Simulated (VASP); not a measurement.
# TlCl (Pm-3m) in VASP: a series of runs, part 2 of 2

VASP 6.6.1.

### 4 Relaxation of cell and atoms, PBE+D3(BJ)

This run uses another cell than the first one, of 28.18 Å³/atom, 0.937 times its volume.

The input, INCAR:

```
SYSTEM = TlCl
PREC = Accurate ; ENCUT = 600
EDIFF = 1E-6 ; ISMEAR = 0
SIGMA = 0.02 ; LREAL = .False.
LASPH = .True. ; NELM = 80
ALGO = Normal ; ISIF = 3
LWAVE = .False. ; LCHARG = .False.
GGA = PE ; IVDW = 12
IBRION = 2 ; NSW = 100
EDIFFG = -0.005
```

The input, KPOINTS:

```
regular mesh
0
Gamma
  8 8 8
  0 0 0
```

The input, POSCAR:

```
TlCl
1.0
    3.8340000000      0.0000000000      0.0000000000
    0.0000000000      3.8340000000      0.0000000000
    0.0000000000      0.0000000000      3.8340000000
Tl Cl
1 1
Direct
    0.0000000000      0.0000000000      0.0000000000
    0.5000000000      0.5000000000      0.5000000000
```

Potentials or basis: VASP PAW PBE potentials, release 64 (Tl_d, Cl).

Command:

```console
$ cat potpaw_PBE.64/Tl_d/POTCAR potpaw_PBE.64/Cl/POTCAR > POTCAR
$ mpirun -np 1 vasp_std > vasp.out
```

OUTCAR:

```text
SYSTEM = TlCl
   PREC = Accurate
   ENCUT = 600
   EDIFF = 1E-6
   ISMEAR = 0
   LREAL = .False.
   LASPH = .True.
   NELM = 80
   ISIF = 3
   GGA = PE
   IVDW = 12
   IBRION = 2
   NSW = 100
   EDIFFG = -0.005
 IVDW          = 12

 ion  position               nearest neighbor table
   1  0.000  0.000  0.000-   2 3.32   2 3.32   2 3.32   2 3.32   2 3.32   2 3.32   2 3.32   2 3.32

   2  0.500  0.500  0.500-   1 3.32   1 3.32   1 3.32   1 3.32   1 3.32   1 3.32   1 3.32   1 3.32

  LATTYP: Found a simple cubic cell.
 ALAT       =     3.8340000000

  Lattice vectors:

 A1 = (   3.8340000000,   0.0000000000,   0.0000000000)
 A2 = (   0.0000000000,   3.8340000000,   0.0000000000)
 A3 = (   0.0000000000,   0.0000000000,   3.8340000000)

Analysis of symmetry for initial positions (statically):
=====================================================================
 Subroutine PRICEL returns:
 Original cell was already a primitive cell.

 Routine SETGRP: Setting up the symmetry group for a
 simple cubic supercell.

 Subroutine GETGRP returns: Found 48 space group operations
 (whereof 48 operations were pure point group operations)
 out of a pool of 48 trial point group operations.

The static configuration has the point symmetry O_h .

Analysis of symmetry for dynamics (positions and initial velocities):
=====================================================================
 Subroutine PRICEL returns:
 Original cell was already a primitive cell.

 Routine SETGRP: Setting up the symmetry group for a
 simple cubic supercell.

 Subroutine GETGRP returns: Found 48 space group operations
 (whereof 48 operations were pure point group operations)
 out of a pool of 48 trial point group operations.

The dynamic configuration has the point symmetry O_h .

 Subroutine INISYM returns: Found 48 space group operations
 (whereof 48 operations are pure point group operations),
 and found     1 'primitive' translations

----------------------------------------------------------------------------------------

                                     Primitive cell

  volume of cell :      56.3581

  direct lattice vectors                    reciprocal lattice vectors
[... 109 lines left out ...]
  Fermi-wavevector in a.u.,A,eV,Ry     =   1.159043  2.190273 18.277790  1.343380
  Thomas-Fermi vector in A             =   2.295639
   LORBIT       =      0    0 simple, 1 ext, 2 COOP (PROOUT), +10 PAW based schemes
   GGA     = PE    functional components
   LHFCALC =     F    Hartree Fock is set to
   AEXX    =    0.0000 exact exchange contribution
   IVDW    =    12    specifies the selected vdW correction
   LEPSILON=     F    determine dielectric tensor
   LRPA    =     F    only Hartree local field effects (RPA)
 conjugate gradient relaxation of ions
 non-spin polarized calculation
 Gauss-broadening in eV      SIGMA  =   0.02
  energy-cutoff  :      600.00
  volume of cell :       56.36
 maximum number of plane-waves:      1924
 NGX is ok and might be reduce to    32
   NGX = 15   NGY = 15   NGZ = 15

--------------------------------------- Ionic step        1  -------------------------------------------

 number of electron      20.0000007 magnetization

 Free energy of the ion-electron system (eV)
  ---------------------------------------------------
  ext. energy  EPLUGINS =         0.00000000
  ---------------------------------------------------
  free energy    TOTEN  =        -6.00466034 eV

  energy without entropy =       -6.00466034  energy(sigma->0) =       -6.00466034

------------------------ aborting loop because EDIFF is reached ----------------------------------------

 Edisp (eV)   -0.51019

 E8    (eV) :    -0.2332
[... 311 lines left out ...]
--------------------------------------- Ionic step        9  -------------------------------------------

 number of electron      19.9999994 magnetization

 Free energy of the ion-electron system (eV)
  ---------------------------------------------------
  ext. energy  EPLUGINS =         0.00000000
  ---------------------------------------------------
  free energy    TOTEN  =        -6.01458316 eV

  energy without entropy =       -6.01458316  energy(sigma->0) =       -6.01458316

 E-fermi :   2.1613     XC(G=0):  -8.8278

 val. band max:        2.0222873542   @ k =   0.5000   0.0000   0.0000
 cond. band min:       4.2561449782   @ k =   0.5000   0.0000   0.0000
 fundamental gap:      2.2338576239
 Fermi energy:         2.1613276110

 k-point     1 :       0.0000    0.0000    0.0000
  band No.  band energies     occupation
      1     -11.3762      2.00000
      2      -7.7979      2.00000
      3      -7.7979      2.00000
      4      -7.5938      2.00000
      5      -7.5938      2.00000
      6      -7.5938      2.00000
      7      -2.3862      2.00000
      8       0.7838      2.00000
      9       0.7838      2.00000
     10       0.7838      2.00000
     11       9.6032      0.00000
     12       9.6032      0.00000
     13       9.6032      0.00000
     14      10.0148      0.00000
[... 377 lines left out ...]
      1     -11.0756      2.00000
      2      -7.6973      2.00000
      3      -7.6649      2.00000
      4      -7.6468      2.00000
      5      -7.6280      2.00000
      6      -7.5622      2.00000
      7      -1.7369      2.00000
      8      -0.2593      2.00000
      9       0.2543      2.00000
     10       1.0376      2.00000
     11       6.2713      0.00000
     12       6.6186      0.00000
     13       8.8763      0.00000
     14      11.2254      0.00000

 [... further k-points ...]

------------------------ aborting loop because EDIFF is reached ----------------------------------------

 Edisp (eV)   -0.53507

 E8    (eV) :    -0.2474
[... 25 lines left out ...]
  FREE ENERGIE OF THE ION-ELECTRON SYSTEM (eV)
  ---------------------------------------------------
  free  energy   TOTEN  =        -6.5496499510 eV

  energy  without entropy=       -6.5496499510  energy(sigma->0) =       -6.54964995

 reached required accuracy - stopping structural energy minimisation
```

CONTCAR:

```text
TlCl
   1.00000000000000
     3.9170026622367740    0.0000000000000000   -0.0000000000000000
    -0.0000000000000000    3.9170026622367740    0.0000000000000000
    -0.0000000000000000   -0.0000000000000000    3.9170026622367740
  Tl              Cl
     1     1
Direct
     0.0000000000000000    0.0000000000000000    0.0000000000000000
     0.5000000000000000    0.5000000000000000    0.5000000000000000

  0.00000000E+00  0.00000000E+00  0.00000000E+00
  0.00000000E+00  0.00000000E+00  0.00000000E+00
```

It took 60 s on 1 thread of Intel Xeon 6975P-C (Granite Rapids), shared host; peak memory 0.21 GiB.

Results:

* Free energy: -6.5496 eV
* Relaxed volume: 30.05 Å³/atom
* Relaxed cell: a = 3.917 Å, b = 3.917 Å, c = 3.917 Å, α = 90.00°, β = 90.00°, γ = 90.00°
* Space group after relaxing (to 0.05 Å): Pm-3m (No. 221)
* Energy gained by relaxing: 17.4 meV/atom
* Ionic steps: 9
* Pressure after relaxing: 0.0 GPa
* Band gap on the k mesh: 2.23 eV, direct
* Dispersion energy per atom: -0.268 eV

The path:
```tsv
step	energy change (eV)	largest force (eV/Å)	pressure (GPa)	volume (Å³)
1	0.0000	0.0000	0.44	56.36
2	-0.0024	0.0000	0.84	56.99
3	-0.0262	0.0000	2.26	58.93
4	-0.0126	0.0000	-1.57	62.92
5	-0.0296	0.0000	-1.32	61.19
6	-0.0348	0.0000	0.09	60.05
7	-0.0348	0.0000	-0.05	60.13
8	-0.0347	0.0000	0.28	59.96
9	-0.0348	0.0000	0.01	60.10
```

Final structure:
```cif
data_structure
_symmetry_space_group_name_H-M 'P 1'
_symmetry_Int_Tables_number 1
_cell_length_a 3.9170
_cell_length_b 3.9170
_cell_length_c 3.9170
_cell_angle_alpha 90.000
_cell_angle_beta 90.000
_cell_angle_gamma 90.000
_cell_volume 60.10
loop_
_atom_site_label
_atom_site_type_symbol
_atom_site_fract_x
_atom_site_fract_y
_atom_site_fract_z
_atom_site_occupancy
Tl1 Tl 0.00000 0.00000 0.00000 1
Cl1 Cl 0.50000 0.50000 0.50000 1
```

Levels at points of the mesh, in eV from the valence-band top:
| k point | band 6 | band 7 | band 8 | band 9 | band 10 | band 11 | band 12 | band 13 | band 14 |
| --- | --- | --- | --- | --- | --- | --- | --- | --- | --- |
| (0.00, 0.00, 0.00) | -9.62 | -4.41 | -1.24 | -1.24 | -1.24 | 7.58 | 7.58 | 7.58 | 7.99 |
| (0.50, 0.00, 0.00) | -9.61 | -5.07 | -0.86 | -0.86 | 0.00 | 2.23 | 6.55 | 6.55 | 9.02 |
| (0.50, 0.50, 0.00) | -9.56 | -3.28 | -2.56 | -2.56 | -0.81 | 4.83 | 4.83 | 8.20 | 8.46 |
| (0.50, 0.50, 0.50) | -9.56 | -2.23 | -1.70 | -1.70 | -1.70 | 2.77 | 2.77 | 2.77 | 12.51 |

Caveat: spin-orbit coupling is left out, which as a rule narrows the gap of such compounds by several tenths of an eV. A k mesh can miss the band edges.

### 5 The runs side by side

| task | cell | cutoff (eV) | smearing | gap on the mesh (eV) | pressure (GPa) |
| --- | --- | --- | --- | --- | --- |
| single point | Pm-3m, 30.06 Å³/atom | 520 | gaussian 0.05 eV | 2.23 | -0.1 |
| single point | Pm-3m, 30.06 Å³/atom | 520 | gaussian 0.02 eV | 2.24 | -0.1 |
| relaxation of cell and atoms | relaxed | 600 | gaussian 0.02 eV | 2.23 | 0.0 |

Alike in all rows: level PBE+D3(BJ); potentials or basis VASP PAW PBE potentials, release 64 (Tl_d, Cl); no spin polarisation; k mesh 8 × 8 × 8.

Caveats: spin-orbit coupling is left out, which as a rule narrows the gap of such compounds by several tenths of an eV.

Total energies depend on the potentials used, so only differences within one code and one set of settings carry meaning.
